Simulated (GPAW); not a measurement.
**How CaSe absorbs and reflects light**

Wanted: where CaSe starts to absorb, how strongly, and its refractive index. The cell comes from an older database entry, whose edges can differ from later determinations, mostly by under a per cent.

Calculated with GPAW 26.7.0; DFT, LDA, plane-wave PAW (GPAW data sets), scalar-relativistic, RPA, optical limit.

This is a report of a sequence of runs, with most program output left out.

The database entry behind the starting cell differs from later determinations by our own check (0.1 to 0.3 % short, probably kX units), so it need not match the best structure at ambient conditions.

## Step 1: Starting point

Symmetry: Fm-3m, No. 225, cubic system. The conventional cell has a = 5.912 Å, b = 5.912 Å, c = 5.912 Å, α = 90.00°, β = 90.00°, γ = 90.00°. Nearest to Se lie 6 Ca at 2.96 Å. Ca has 6 Se at 2.96 Å nearest. Farther neighbours and most contacts between anions are not listed.

Structure file:

```
Se Ca
1.0
     0.00000    2.95600    2.95600
     2.95600    0.00000    2.95600
     2.95600    2.95600    0.00000
Se Ca
1 1
Direct
  0.50000 0.50000 0.50000
  0.00000 0.00000 0.00000
```

## Step 2: Ground state

The self-consistent density comes first; it also tells whether there is a gap, which decides the occupations and the need for a Drude term.

This step: DFT, LDA, plane-wave PAW (GPAW data sets), scalar-relativistic, ground state (GPAW 26.7.0).

The input, gs.py:

```python
from ase import Atoms
from ase.dft.bandgap import bandgap
from gpaw import GPAW, PW, FermiDirac

atoms = Atoms(['Se', 'Ca'],
              cell=[[0.000000000000, 2.956000000000, 2.956000000000],
                    [2.956000000000, 0.000000000000, 2.956000000000],
                    [2.956000000000, 2.956000000000, 0.000000000000]],
              scaled_positions=[[0.500000000000, 0.500000000000, 0.500000000000],
                                [0.000000000000, 0.000000000000, 0.000000000000]],
              pbc=[True, True, True])
atoms.calc = GPAW(mode=PW(450), xc='LDA', kpts={'size': (7, 7, 7), 'gamma': True},
                  occupations=FermiDirac(0.05), maxiter=150, txt='gs.txt')
print('energy (eV)', atoms.get_potential_energy())
print('Fermi level (eV)', atoms.calc.get_fermi_level())
print('valence electrons', atoms.calc.get_number_of_electrons())
print('gap (eV)', bandgap(atoms.calc, output=None)[0])
print('direct gap (eV)', bandgap(atoms.calc, direct=True, output=None)[0])
atoms.calc.write('gs.gpw')
```

Launch:

```bash
> OMP_NUM_THREADS=1 python gs.py
```

Run time: 6.1 s. Hardware: 1 thread of Arm Neoverse V1, shared host; peak memory 0.13 GiB.

This step gave:

| Property | Result |
| --- | --- |
| energy | -10.65 eV |
| Fermi energy | 5.518 eV |
| gap on the k-mesh | 2.402 eV |
| direct gap on the mesh | 3.103 eV |
| electrons | 16 |

There is a gap, 2.40 eV on this mesh (points off the mesh can give less), so no carriers' term is needed.

## Step 3: Bands for the response

The response needs many more empty bands than the density does.

This step: DFT, LDA, plane-wave PAW (GPAW data sets), scalar-relativistic, bands at fixed density (GPAW 26.7.0).

The input, nscf.py:

```python
from ase.dft.bandgap import bandgap
from gpaw import GPAW, FermiDirac

calc = GPAW('gs.gpw').fixed_density(kpts={'size': (16, 16, 16), 'gamma': True}, nbands=41, convergence={'bands': 35},
                                    occupations=FermiDirac(0.001), txt='nscf.txt')
print('gap (eV)', bandgap(calc, output=None)[0])
print('direct gap (eV)', bandgap(calc, direct=True, output=None)[0])
print('top band over the Fermi level (eV)', min(calc.get_eigenvalues(kpt=k)[34] for k in range(len(calc.get_ibz_k_points()))) - calc.get_fermi_level())
calc.write('full.gpw', mode='all')
```

Launch:

```bash
> OMP_NUM_THREADS=1 python nscf.py
```

Elapsed: 3 min, on 1 thread; peak memory 0.27 GiB.

Numbers from this step:

- gap on the k-mesh: 1.892 eV
- direct gap on the mesh: 2.837 eV

## Step 4: Dielectric function, RPA

Local fields let the induced charge screen the field inside the cell, which as a rule lowers ε, most along directions where the density is uneven.

This step: DFT, LDA, plane-wave PAW (GPAW data sets), scalar-relativistic, RPA, optical limit (GPAW 26.7.0).

The input, df.py:

```python
from gpaw.response.df import DielectricFunction

df = DielectricFunction('full.gpw', frequencies={'type': 'nonlinear', 'domega0': 0.03, 'omega2': 8},
                        ecut=80,
                        eta=0.1,
                        nbands=35,
                        txt='df.txt')
for direction in ['x']:
    df.get_dielectric_function(xc='RPA', direction=direction, filename=f'df_{direction}.csv')
```

Launch:

```bash
> OMP_NUM_THREADS=1 python df.py
```

Elapsed: 25 s, on 1 thread; peak memory 0.31 GiB.

Numbers from this step:

- electronic dielectric constant ε∞, mean over x, y and z (by symmetry where fewer were run): 5.425
- main peak of Im epsilon, first axis: 5.498 eV
- centre of weight of the strongest loss peak in the window: 15.13 eV

Some rows of df_x.csv (energy; Re and Im without local fields; Re and Im with them):

```text
0.000000, 6.356943, -0.000000, 5.425149, -0.000000
0.555532, 6.425340, 0.025141, 5.478633, 0.019649
1.143969, 6.665684, 0.058796, 5.666182, 0.045802
1.768324, 7.198222, 0.119701, 6.079609, 0.092586
2.431988, 8.462833, 0.314867, 7.050026, 0.239507
3.138794, 10.871741, 3.668262, 8.920804, 2.669052
3.893091, 7.547951, 7.257829, 6.633251, 5.708675
4.699832, 5.040092, 6.842766, 4.350274, 5.416947
5.564682, 2.124441, 8.719407, 2.409645, 7.019570
6.494155, -0.171152, 6.870557, 0.819474, 5.675129
7.495775, -2.681952, 4.989017, -1.476524, 4.997969
8.578281, -2.022922, 2.479112, -1.560661, 2.864219
9.751884, -0.054803, 1.770113, 0.015067, 1.431023
11.028587, -0.237357, 2.216677, 0.235414, 1.641039
12.422601, -0.527756, 0.859076, -0.449395, 1.022265
13.950874, -0.066803, 0.787326, 0.126468, 0.662625
15.633783, 0.169709, 0.458023, 0.305843, 0.522215
17.496047, 0.319173, 0.297896, 0.409755, 0.560819
19.567954, 0.653078, 0.154058, 0.524650, 0.331649
21.887015, 1.051659, 0.104899, 0.741935, 0.285846
24.500258, 1.712152, 0.875589, 0.921485, 0.339789
```

The Im ε, E ∥ x has structure finer than the step of the table below, so its rows give means over 1 eV, whole bins alone (the curve runs from 0 to 26.3 eV). Peaks (eV: height): 4.5: 6.81, 4.9: 6.83, 5.5: 7.20, 6.9: 6.36, 11.5: 2.28.

Values under the direct gap are tails of Lorentzian lines. Im ε, E ∥ x against photon energy; means over each step:

```csv
photon energy (eV),"Im ε, E ∥ x"
1,0.0400
2,0.137
3,2.04
4,5.61
5,6.34
6,6.22
7,5.80
8,3.70
9,1.95
10,1.56
11,1.79
12,1.51
13,0.823
14,0.613
15,0.529
16,0.464
17,0.556
18,0.480
19,0.398
20,0.295
21,0.291
22,0.284
23,0.228
24,0.279
25,0.372
```

Table of Re ε, E ∥ x by photon energy:

```csv
photon energy (eV),"Re ε, E ∥ x"
0,5.43
1,5.61
2,6.33
3,8.86
4,6.36
5,3.85
6,1.94
7,0.126
8,-1.27
9,-1.06
10,-0.0990
11,0.208
12,-0.679
13,-0.243
14,0.101
15,0.294
16,0.368
17,0.571
18,0.489
19,0.492
20,0.580
21,0.663
22,0.734
23,0.812
24,0.912
25,0.904
26,0.813
```

The reflectivity at normal incidence, E ∥ x has structure finer than the step of the table below, so its rows give means over 1 eV, whole bins alone (the curve runs from 0 to 26.3 eV). Peaks (eV: height): 7.6: 39.3, 8.8: 45.0, 11.9: 31.8.

The reflectivity at normal incidence, E ∥ x by photon energy; means over each step:

photon energy (eV), reflectivity at normal incidence, E ∥ x (%) and a bar:
```
        1       16.6 #############
        2       18.8 ###############
        3       24.8 ####################
        4       27.5 #######################
        5       27.9 #######################
        6       29.6 #########################
        7       33.1 ###########################
        8       36.1 ##############################
        9       36.1 ##############################
       10       19.4 ################
       11       17.1 ##############
       12       29.7 #########################
       13       25.8 #####################
       14       15.9 #############
       15        9.9 ########
       16        6.5 #####
       17        4.8 ####
       18        5.1 ####
       19        4.3 ###
       20        2.5 ##
       21        1.7 #
       22        1.3 #
       23        0.8 
       24        0.6 
       25        0.9
```

The Im ε, E ∥ x has structure finer than the step of the table below, so its rows give means over 0.5 eV, whole bins alone (the curve runs from 0 to 26.3 eV). Peaks (eV: height): without local fields 4.52: 8.63, 4.93: 8.78, 5.47: 9.17; with local fields 4.52: 6.81, 4.93: 6.83, 5.51: 7.20, 6.87: 6.36, 11.48: 2.28.

Values under the direct gap are tails of Lorentzian lines. Table of Im ε, E ∥ x by photon energy; means over each step:

```csv
photon energy (eV),without local fields,with local fields
0.5,0.0226,0.0177
1.0,0.0498,0.0388
1.5,0.0894,0.0694
2.0,0.164,0.126
2.5,0.416,0.314
3.0,2.61,1.91
3.5,5.93,4.45
4.0,7.28,5.74
4.5,7.71,6.07
5.0,8.06,6.28
5.5,8.51,6.67
6.0,7.96,6.17
6.5,7.18,5.72
7.0,6.94,6.05
7.5,5.04,4.94
8.0,3.49,3.51
8.5,2.78,3.10
9.0,1.61,1.74
9.5,1.64,1.47
10.0,1.85,1.59
10.5,2.10,1.65
11.0,2.19,1.70
11.5,1.98,2.11
12.0,1.08,1.44
12.5,0.843,1.02
13.0,0.749,0.827
13.5,0.707,0.641
14.0,0.701,0.623
14.5,0.588,0.571
15.0,0.552,0.491
15.5,0.513,0.548
16.0,0.433,0.447
16.5,0.517,0.453
17.0,0.483,0.585
17.5,0.307,0.541
18.0,0.291,0.473
18.5,0.236,0.461
19.0,0.184,0.401
19.5,0.156,0.337
20.0,0.143,0.280
20.5,0.147,0.304
21.0,0.131,0.288
21.5,0.112,0.275
22.0,0.0993,0.298
22.5,0.125,0.243
23.0,0.259,0.229
23.5,0.407,0.237
24.0,0.645,0.277
24.5,0.877,0.338
25.0,1.23,0.368
25.5,1.92,0.424
26.0,2.76,0.431
```

The refractive index n and extinction k by photon energy:

```csv
photon energy (eV),n,k
0,2.33,0
1,2.37,0.00813
2,2.52,0.0244
3,2.99,0.319
4,2.73,1.05
5,2.41,1.40
6,2.11,1.59
7,1.74,1.71
8,1.10,1.58
9,0.682,1.23
10,0.885,0.939
11,0.961,0.846
12,0.664,1.06
13,0.570,0.753
14,0.625,0.538
15,0.646,0.351
16,0.689,0.327
17,0.835,0.356
18,0.770,0.324
19,0.752,0.270
20,0.781,0.173
21,0.832,0.172
22,0.875,0.178
23,0.910,0.128
24,0.965,0.141
25,0.970,0.191
26,0.931,0.234
```

At chosen wavelengths:

```csv
wavelength (nm),n,k,R (%),1/α
1550,2.35,0.006,16.3,20 µm
532,2.61,0.038,20.0,1.1 µm
450,2.86,0.114,23.2,313 nm
405,3.00,0.375,25.7,86 nm
365,2.97,0.678,26.8,43 nm
308,2.72,1.056,27.3,23 nm
193,1.91,1.588,30.5,9.7 nm
```

Below the direct gap, k and the depth come from the tails of the Lorentzian lines, not from transitions.

Rows near the edge hang on the gap, which this functional as a rule makes too small, and phonon-assisted absorption is left out.

## Step 5: Summary of results

```yaml
electronic_dielectric_constant_eps_infinity_mean_over_x_y_and_z_by_symmetry_where_fewer_were_run_rpa: 5.43
main_peak_of_im_epsilon_first_axis: 5.50 eV
centre_of_weight_of_the_strongest_loss_peak_in_the_window_first_axis: 15.1 eV
```

At this level (LDA, RPA) CaSe has ε∞ = 5.43 and n = 2.35 at 1550 nm, and Im ε peaks at 5.5 eV. On the mesh the gap is 1.89 eV and the least direct gap 2.84 eV, so on this mesh the band edges lie at different points. Local fields change the static value along x from 6.36 to 5.43 (-15 %). Distinct maxima of Im ε, read by a parabola through the highest points, lie at 4.52 eV (6.8), 4.95 eV (6.8), 5.50 eV (7.2) and 6.01 eV (6.7). Excitons and phonon-assisted transitions are missing; LDA gaps are as a rule too small, which pulls the onset down and ε∞ up. The sum runs over mesh points, so small or evenly spaced maxima can still be ripples of the mesh. The curves end at 26 eV, about where the summed bands run out.

[Machine, clock and banner lines and Python warnings are left out of the logs.]

[Logs are printed without paths, hosts, clocks, repeated set-up lines and the standing remarks that a program may print on its own settings, such as how far it seeks lower states.]

[Hosts, paths, dates, database ids (printed as entryN), source tags and the programs' standing remarks are cut or masked in the printed files.]
